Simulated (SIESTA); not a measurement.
Runs of SIESTA 5.4.2 on Ge. The structure is orthorhombic, space group Imma (No. 74). Conventional cell: a = 4.992 Å, b = 5.302 Å, c = 2.874 Å, α = 90.00°, β = 90.00°, γ = 90.00°. Ge (site symmetry mm2) has 6 Ge at 2.68 to 2.87 Å as nearest neighbours. This isn't the form of Ge at room conditions, which is diamond.

| task | level | potentials or basis | k mesh | wannier functions | bands left out below | projections | wannier mesh | gap on the mesh (eV) | pressure (GPa) | V0 of scaled cells (Å³/atom) | B0 (GPa) | largest force (eV/Å) |
| --- | --- | --- | --- | --- | --- | --- | --- | --- | --- | --- | --- | --- |
| equation of state | PBEsol | PseudoDojo 0.4 standard (PBEsol files), DZP (energy shift 0.003 Ry; two zetas on semicore shells) | 11 × 11 × 11 | - | - | - | - | - | - | 18.77 | 72 | - |
| Wannier functions | PBEsol | PseudoDojo 0.4 standard (PBEsol files), SZP (energy shift 0.003 Ry) | 8 × 8 × 8 | 14 | 0 | ["random"] | 6 × 6 × 6 | none | 2.0 | - | - | - |
| equation of state | LDA | PseudoDojo 0.4 standard (LDA files), DZP (energy shift 0.003 Ry; two zetas on semicore shells) | 11 × 11 × 11 | - | - | - | - | - | - | 18.29 | (a) | - |
| band structure | PBEsol | PseudoDojo 0.4 standard (PBEsol files), DZP (energy shift 0.003 Ry; two zetas on semicore shells) | 11 × 11 × 11 | - | - | - | - | none | -0.8 | - | - | (c) |
| band structure | LDA | PseudoDojo 0.4 standard (LDA files), DZP (energy shift 0.003 Ry; two zetas on semicore shells) | 11 × 11 × 11 | - | - | - | - | none | -2.7 | - | - | (b) |

Alike in all rows: no spin polarisation; cell as given; smearing fermi-dirac 0.05 eV; grid cutoff 800 Ry; energy shift 0.003 Ry.

Problem. Fill in the values left out.

Solution. (a) 76; (b) 0.08; (c) 0.06.

Caveats: the basis of atomic orbitals isn't converged, which shifts pressures, moduli and gaps; the cell was scaled at fixed shape and fractional positions, which overstates the stiffness of a crystal with free parameters, most of all of layers and chains (some runs); the cell is metallic, so the lowest bands form no isolated group (some runs); random starting centres can end in a local minimum of the spread (some runs).

A k mesh can miss the band edges, and the runs leave out spin-orbit coupling on Ge.

A gap of «none» marks a metal or a gap under the smearing width.

Not every run made on this cell is shown here.
